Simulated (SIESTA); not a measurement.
This SIESTA 5.4.2 run on Cs needs a look.

Cs.fdf

```
SystemName                      Cs
SystemLabel                     Cs
NumberOfSpecies                 1
NumberOfAtoms                   1
%block ChemicalSpeciesLabel
  1  55 Cs

UseStructFile                   true

%block kgrid.MonkhorstPack
    6   0   0  0.0
    0   6   0  0.0
    0   0   6  0.0
%endblock kgrid.MonkhorstPack
XC.Functional                   GGA
XC.Authors                      PBE
PAO.BasisSize                   DZP
PAO.EnergyShift                 0.003 Ry
Mesh.Cutoff                     500 Ry
OccupationFunction              FD
ElectronicTemperature           0.05 eV
MaxSCFIterations                80
SCF.MustConverge                false
SCF.Mixer.Method                Pulay
SCF.Mixer.Weight                0.25
SCF.Mixer.History               8
SCF.DM.Tolerance                5.0e-05
SCF.H.Tolerance                 1.0e-03 eV
WriteForces                     true
Charge.Mulliken                 end
%block PAO.Basis
  Cs 5
  n=5 0 2
    4.696 0.000
  n=6 0 2
    9.500 0.000
  n=5 1 2
    5.738 0.000
  n=6 1 1
    9.500
  n=5 2 1
    7.000
%endblock PAO.Basis
```

File Cs.STRUCT_IN:

```
  -3.1284650614     3.1284650614     3.1284650614
   3.1284650614    -3.1284650614     3.1284650614
   3.1284650614     3.1284650614    -3.1284650614
1
1  55    0.0000000000     0.0000000000     0.0000000000
```

Potentials or basis: PseudoDojo 0.4 standard (PBE files), DZP (energy shift 0.003 Ry; two zetas on semicore shells; d shell added on Cs).

Command:

```console
$ siesta < Cs.fdf > Cs.out 2>&1
```

Cs.out:

```text
STOP Stopping Program
*************************************************************
ERROR

FDF module: fdf_bline: block_fdf structure not initialized

     File: fdf.F90
     Line:  2491
*************************************************************
Version         : 5.4.2

                           ***********************
                           *  WELCOME TO SIESTA  *
                           ***********************

 NOTE: Siesta V5 introduces some new defaults for basis-set generation
 NOTE: which might lead to slightly different numerical results.
 NOTE: Please see the manual for full details and compatibility measures.

reinit: Reading from standard input
reinit: Dumping input in INPUT_TMP.61000
************************** Dump of input data file ****************************
SystemName                      Cs
SystemLabel                     Cs
NumberOfSpecies                 1
NumberOfAtoms                   1
%block ChemicalSpeciesLabel
  1  55 Cs
UseStructFile                   true
%block kgrid.MonkhorstPack
    6   0   0  0.0
    0   6   0  0.0
    0   0   6  0.0
%endblock kgrid.MonkhorstPack
XC.Functional                   GGA
XC.Authors                      PBE
PAO.BasisSize                   DZP
PAO.EnergyShift                 0.003 Ry
Mesh.Cutoff                     500 Ry
OccupationFunction              FD
ElectronicTemperature           0.05 eV
MaxSCFIterations                80
SCF.MustConverge                false
SCF.Mixer.Method                Pulay
SCF.Mixer.Weight                0.25
SCF.Mixer.History               8
SCF.DM.Tolerance                5.0e-05
SCF.H.Tolerance                 1.0e-03 eV
WriteForces                     true
Charge.Mulliken                 end
%block PAO.Basis
  Cs 5
  n=5 0 2
    4.696 0.000
  n=6 0 2
    9.500 0.000
  n=5 1 2
    5.738 0.000
  n=6 1 1
    9.500
  n=5 2 1
    7.000
%endblock PAO.Basis
************************** End of input data file *****************************

reinit: -----------------------------------------------------------------------
reinit: System Name: Cs
reinit: -----------------------------------------------------------------------
reinit: System Label: Cs
reinit: -----------------------------------------------------------------------

initatom: Reading input for the pseudopotentials and atomic orbitals ----------
```

What happened, and what is wrong with the input?

The program refused the input. The input holds a flaw that was put in on purpose: block left open.
